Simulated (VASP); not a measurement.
# Fe2O3 (Hematite) (R-3c) in VASP: notebook, part 2 of 2

VASP 6.6.1. The steps go on from the part before.

## Step 3: Band structure, PBE, collinear spin, ferromagnetic start

File POSCAR:

```
Fe2O3
1.0
    2.5190000000      1.4543453281      4.5906666667
   -2.5190000000      1.4543453281      4.5906666667
    0.0000000000     -2.9086906562      4.5906666667
Fe O
4 6
Direct
    0.3553000000      0.3553000000      0.3553000000
    0.1447000000      0.1447000000      0.1447000000
    0.6447000000      0.6447000000      0.6447000000
    0.8553000000      0.8553000000      0.8553000000
    0.5559000000      0.2500000000      0.9441000000
    0.2500000000      0.9441000000      0.5559000000
    0.9441000000      0.5559000000      0.2500000000
    0.4441000000      0.7500000000      0.0559000000
    0.7500000000      0.0559000000      0.4441000000
    0.0559000000      0.4441000000      0.7500000000
```

File INCAR.step1:

```
SYSTEM = Fe2O3
PREC = Accurate
ENCUT = 520
EDIFF = 1E-6
ISMEAR = -1
SIGMA = 0.05
LREAL = .False.
LASPH = .True.
NELM = 120
ALGO = Normal
ISIF = 2
LWAVE = .False.
LCHARG = .True.
ISPIN = 2
MAGMOM = 3 3 3 3 0 0 0 0 0 0
LORBIT = 11
LMAXMIX = 4
GGA = PE
```

File KPOINTS.step1:

```
Automatic mesh
0
Gamma
  7 7 7
  0 0 0
```

File INCAR.step2:

```
SYSTEM = Fe2O3
PREC = Accurate
ENCUT = 520
EDIFF = 1E-6
ISMEAR = 0
SIGMA = 0.05
LREAL = .False.
LASPH = .True.
NELM = 120
ALGO = Normal
ISIF = 2
LWAVE = .False.
LCHARG = .False.
ISPIN = 2
MAGMOM = 3 3 3 3 0 0 0 0 0 0
LORBIT = 11
LMAXMIX = 4
GGA = PE
ICHARG = 11
```

File KPOINTS.step2:

```
path GLB1,BZGX,QFP1Z,LP
10
line-mode
reciprocal
 0.0000000000  0.0000000000  0.0000000000  G
 0.5000000000  0.0000000000  0.0000000000  L

 0.5000000000  0.0000000000  0.0000000000  L
 0.5000000000  0.2335768627 -0.2335768627  B1

 0.7664231373  0.5000000000  0.2335768627  B
 0.5000000000  0.5000000000  0.5000000000  Z

 0.5000000000  0.5000000000  0.5000000000  Z
 0.0000000000  0.0000000000  0.0000000000  G

 0.0000000000  0.0000000000  0.0000000000  G
 0.3667884314  0.0000000000 -0.3667884314  X

 0.6332115686  0.3667884314  0.0000000000  Q
 0.5000000000  0.5000000000  0.0000000000  F

 0.5000000000  0.5000000000  0.0000000000  F
 0.6332115686  0.6332115686  0.2335768627  P1

 0.6332115686  0.6332115686  0.2335768627  P1
 0.5000000000  0.5000000000  0.5000000000  Z

 0.5000000000  0.0000000000  0.0000000000  L
 0.7664231373  0.3667884314  0.3667884314  P
```

Potentials or basis: VASP PAW PBE potentials, release 64 (Fe_pv, O).

The run is started by

```sh
cat potpaw_PBE.64/Fe_pv/POTCAR potpaw_PBE.64/O/POTCAR > POTCAR
cp INCAR.step1 INCAR
cp KPOINTS.step1 KPOINTS
mpirun -np 1 vasp_std > vasp.out
cp INCAR.step2 INCAR
cp KPOINTS.step2 KPOINTS
mpirun -np 1 vasp_std > vasp.out
```

OUTCAR:

```text
SYSTEM = Fe2O3
   PREC = Accurate
   ENCUT = 520
   EDIFF = 1E-6
   ISMEAR = 0
   LREAL = .False.
   LASPH = .True.
   NELM = 120
   ISIF = 2
   ISPIN = 2
   LORBIT = 11
   GGA = PE
   ICHARG = 11

 ion  position               nearest neighbor table
   1  0.355  0.355  0.355-   9 1.95  10 1.95   8 1.95   7 2.12   5 2.12   6 2.12
   2  0.145  0.145  0.145-   8 1.95  10 1.95   9 1.95   7 2.12   5 2.12   6 2.12
   3  0.645  0.645  0.645-   6 1.95   7 1.95   5 1.95  10 2.12   9 2.12   8 2.12
   4  0.855  0.855  0.855-   5 1.95   7 1.95   6 1.95  10 2.12   9 2.12   8 2.12
   5  0.556  0.250  0.944-   4 1.95   3 1.95   1 2.12   2 2.12
   6  0.250  0.944  0.556-   3 1.95   4 1.95   1 2.12   2 2.12
   7  0.944  0.556  0.250-   3 1.95   4 1.95   1 2.12   2 2.12
   8  0.444  0.750  0.056-   2 1.95   1 1.95   3 2.12   4 2.12
   9  0.750  0.056  0.444-   1 1.95   2 1.95   3 2.12   4 2.12
  10  0.056  0.444  0.750-   1 1.95   2 1.95   3 2.12   4 2.12

  LATTYP: Found a trigonal (rhomboedric) cell.
 ALAT       =     5.4345838643
 COS(alpha) =     0.5703114900

  Lattice vectors:

 A1 = (   2.5190000000,   1.4543453281,   4.5906666667)
[... 3162 lines left out ...]
      direct lattice vectors                 reciprocal lattice vectors
     2.519000000  1.454345328  4.590666667     0.198491465  0.114599101  0.072611095
    -2.519000000  1.454345328  4.590666667    -0.198491465  0.114599101  0.072611095
     0.000000000 -2.908690656  4.590666667     0.000000000 -0.229198201  0.072611095

 POSITION                                       TOTAL-FORCE (eV/Angst)
 -----------------------------------------------------------------------------------
      0.00000      0.00000      4.89319         0.000000     -0.000000     -0.832720
      0.00000      0.00000      1.99281         0.000000     -0.000000      0.832720
      0.00000      0.00000      8.87881         0.000000     -0.000000      0.832720
      0.00000      0.00000     11.77919         0.000000     -0.000000     -0.832720
      0.77056     -1.57404      8.03367         0.109420      0.189521     -0.000000
     -1.74844      0.11969      8.03367         0.109420     -0.189521     -0.000000
      0.97788      1.45435      8.03367        -0.218840     -0.000000      0.000000
     -0.77056      1.57404      5.73833        -0.109420     -0.189521     -0.000000
      1.74844     -0.11969      5.73833        -0.109420      0.189521     -0.000000
     -0.97788     -1.45435      5.73833         0.218840     -0.000000      0.000000
 -----------------------------------------------------------------------------------
    total drift:                               -0.000000     -0.000000     -0.000000

  FREE ENERGIE OF THE ION-ELECTRON SYSTEM (eV)
  ---------------------------------------------------
  free  energy   TOTEN  =       -73.9213009272 eV

  energy  without entropy=      -73.9024972148  energy(sigma->0) =      -73.91189907

 total charge

# of ion       s       p       d       tot
------------------------------------------
    1        0.282   6.338   5.885  12.505
    2        0.282   6.338   5.885  12.505
    3        0.282   6.338   5.885  12.505
    4        0.282   6.338   5.885  12.505
    5        1.572   3.394   0.000   4.966
    6        1.572   3.394   0.000   4.966
    7        1.572   3.394   0.000   4.966
    8        1.572   3.394   0.000   4.966
    9        1.572   3.394   0.000   4.966
   10        1.572   3.394   0.000   4.966
--------------------------------------------------
tot         10.561  45.712  23.539  79.812

 magnetization (x)

# of ion       s       p       d       tot
------------------------------------------
    1        0.024   0.034   3.006   3.064
    2        0.024   0.034   3.006   3.064
    3        0.024   0.034   3.006   3.064
    4        0.024   0.034   3.006   3.064
    5        0.020   0.115   0.000   0.135
    6        0.020   0.115   0.000   0.135
    7        0.020   0.115   0.000   0.135
    8        0.020   0.115   0.000   0.135
    9        0.020   0.115   0.000   0.135
   10        0.020   0.115   0.000   0.135
--------------------------------------------------
tot          0.217   0.824  12.025  13.066
```

OUTCAR.step1:

```text
SYSTEM = Fe2O3
   PREC = Accurate
   ENCUT = 520
   EDIFF = 1E-6
   ISMEAR = -1
   LREAL = .False.
   LASPH = .True.
   NELM = 120
   ISIF = 2
   ISPIN = 2
[... 3232 lines left out ...]
tot         10.560  45.786  23.461  79.807

 magnetization (x)

# of ion       s       p       d       tot
------------------------------------------
    1        0.024   0.035   3.052   3.111
    2        0.024   0.035   3.052   3.111
    3        0.024   0.035   3.052   3.111
    4        0.024   0.035   3.052   3.111
    5        0.020   0.123   0.000   0.143
    6        0.020   0.123   0.000   0.143
    7        0.020   0.123   0.000   0.143
    8        0.020   0.123   0.000   0.143
    9        0.020   0.123   0.000   0.143
   10        0.020   0.123   0.000   0.143
--------------------------------------------------
tot          0.218   0.875  12.207  13.299
```

OSZICAR.step1:

```text
N       E                     dE             d eps       ncg     rms          rms(c)
DAV:   1     0.135069496484E+04    0.13507E+04   -0.49999E+04 10960   0.208E+03
DAV:   2     0.104341274245E+03   -0.12464E+04   -0.11580E+04 10928   0.597E+02
[... 11 lines left out ...]
DAV:  14    -0.738592133934E+02    0.17511E-03   -0.42696E-03 12223   0.771E-01    0.218E-01
DAV:  15    -0.738595581196E+02   -0.34473E-03   -0.16226E-03 11839   0.237E-01    0.180E-01
DAV:  16    -0.738595359321E+02    0.22187E-04   -0.58813E-04 13456   0.142E-01    0.468E-02
DAV:  17    -0.738595492505E+02   -0.13318E-04   -0.77162E-05 11291   0.521E-02    0.217E-02
DAV:  18    -0.738595498874E+02   -0.63682E-06   -0.12517E-05 11417   0.305E-02    0.129E-02
DAV:  19    -0.738595495943E+02    0.29308E-06   -0.45399E-06  9813   0.124E-02
   1 F= -.73859550E+02 E0= -.73807893E+02  d E =-.103314E+00  mag=    13.6675
```

Wall time 21 min (1 thread of Intel Xeon Platinum 8488C (Sapphire Rapids), shared host); peak memory 0.76 GiB.

Results:

| Property | Result |
| --- | --- |
| Band gap along the path | none (metal or under the smearing width) |
| Net moment | 13.67 μB per cell |

Levels at the corners of the path, in eV from the Fermi level:
Spin up:
```csv
point,band 51,band 52,band 53,band 54,band 55,band 56
Γ,-0.66,-0.66,0.23,0.23,0.78,0.78
L,-0.34,-0.34,-0.20,-0.20,0.20,0.20
L,-0.34,-0.34,-0.20,-0.20,0.20,0.20
B1,-0.53,-0.53,0.12,0.12,0.43,0.43
B,-0.53,-0.53,0.12,0.12,0.43,0.43
Z,-0.82,-0.82,0.31,0.31,0.31,0.31
Z,-0.82,-0.82,0.31,0.31,0.31,0.31
Γ,-0.66,-0.66,0.23,0.23,0.78,0.78
Γ,-0.66,-0.66,0.23,0.23,0.78,0.78
X,-0.80,-0.18,-0.11,0.22,0.34,0.54
Q,-0.80,-0.18,-0.11,0.22,0.34,0.54
F,-0.92,-0.59,-0.01,0.31,0.39,0.57
F,-0.92,-0.59,-0.01,0.31,0.39,0.57
P1,-0.79,-0.36,0.00,0.03,0.30,0.54
P1,-0.79,-0.36,0.00,0.03,0.30,0.54
Z,-0.82,-0.82,0.31,0.31,0.31,0.31
L,-0.34,-0.34,-0.20,-0.20,0.20,0.20
P,-0.79,-0.36,0.00,0.03,0.30,0.54
```
Spin down:
```
point  band 37  band 38  band 39  band 40  band 41  band 42
    Γ    -0.26    -0.26    -0.19     0.03     0.03     0.06
    L    -0.47    -0.47     0.18     0.18     0.34     0.34
    L    -0.47    -0.47     0.18     0.18     0.34     0.34
   B1    -0.45    -0.45    -0.07    -0.07     0.23     0.23
    B    -0.45    -0.45    -0.07    -0.07     0.23     0.23
    Z    -0.02    -0.02    -0.02    -0.02     0.34     0.34
    Z    -0.02    -0.02    -0.02    -0.02     0.34     0.34
    Γ    -0.26    -0.26    -0.19     0.03     0.03     0.06
    Γ    -0.26    -0.26    -0.19     0.03     0.03     0.06
    X    -0.54    -0.46    -0.06    -0.05     0.19     0.35
    Q    -0.54    -0.46    -0.06    -0.05     0.19     0.35
    F    -0.39    -0.39    -0.20    -0.13     0.17     0.29
    F    -0.39    -0.39    -0.20    -0.13     0.17     0.29
   P1    -0.39    -0.33    -0.24     0.02     0.25     0.30
   P1    -0.39    -0.33    -0.24     0.02     0.25     0.30
    Z    -0.02    -0.02    -0.02    -0.02     0.34     0.34
    L    -0.47    -0.47     0.18     0.18     0.34     0.34
    P    -0.39    -0.33    -0.24     0.02     0.25     0.30
```

Caveat: the log is that of the step along the path at fixed density, whose energy, stress, charges and moments have no meaning; semilocal functionals often make such compounds metallic where correlation or magnetic order opens a gap, which also shifts bond lengths; only a ferromagnetic start was run, and an antiferromagnetic order may lie lower in energy.
